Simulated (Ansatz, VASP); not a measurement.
## S in VASP and in Ansatz

Contents of INCAR:

```
PREC     = Accurate       # precision mode
ENCUT    = 600            # plane-wave cutoff, eV
EDIFF    = 1E-7           # SCF threshold, eV
ISMEAR   = -1             # smearing method
SIGMA    = 0.05           # smearing width, eV
LREAL    = False          # projectors in reciprocal space
LASPH    = True           # aspherical terms in the spheres
NELM     = 80             # most SCF steps
ALGO     = Normal         # electronic algorithm
ISIF     = 3              # what is computed and relaxed
LWAVE    = False          # write WAVECAR
LCHARG   = False          # write CHGCAR
GGA      = PS             # functional
IBRION   = 2              # ionic algorithm
NSW      = 60             # ionic steps
EDIFFG   = -0.005         # ionic threshold
```

File KPOINTS:

```
Automatic mesh
0
Gamma
  13 13 13
```

The input POSCAR:

```
S
1.0
    0.0000000000      2.7698291284      2.7698291284
    2.7698291284      0.0000000000      2.7698291284
    2.7698291284      2.7698291284      0.0000000000
S
2
Direct
   -0.1250000000     -0.1250000000     -0.1250000000
    0.1250000000      0.1250000000      0.1250000000
```

Input for Ansatz:

```yaml
crystal:
  lattice:
    - [0.0, 2.7698291284, 2.7698291284]
    - [2.7698291284, 0.0, 2.7698291284]
    - [2.7698291284, 2.7698291284, 0.0]
  atoms:
    - { symbol: S, position: [-0.125, -0.125, -0.125] }
    - { symbol: S, position: [0.125, 0.125, 0.125] }
kpoints:
  mp_grid: { grid: [13, 13, 13] }
scf:
  occupations: { method: fermi_dirac, width: 0.05 }
hamiltonian:
  xc: pbesol
  pseudopotentials: { kind: paw }
output:
  forces: true
  stress: true
relax:
  f_tol: 0.005
  max_steps: 40
  cell: {}
```

Alike in both runs: task relaxation of cell and atoms; functional PBEsol; k mesh 13 × 13 × 13; occupations fermi-dirac, width 0.05 eV; no spin polarisation.

|  | VASP | Ansatz |
| --- | --- | --- |
| version | VASP 6.6.1 | Ansatz 0.2.0 |
| potentials or method | VASP PAW PBE potentials, release 64 (S) | PAW with Ansatz's default frozen-core files, scalar-relativistic |
| plane-wave cutoff (eV) | 600 | 420 |
| valence electrons in the cell | 12 | 12 |

VASP gave:

| Item | Value |
| --- | --- |
| relaxed volume (Å³/atom) | 22.97 |
| relaxed cell length with the largest relative difference (Å) | 4.020 |
| energy change over the relaxation (meV/atom) | -22 |

Q: What did Ansatz give for the same quantities?

A: Relaxed volume (Å³/atom): 22.92; relaxed cell length with the largest relative difference (Å): 4.017; energy change over the relaxation (meV/atom): -21.

Caveats: the PAW data sets were made with another functional, which shifts forces and pressure a little (VASP).
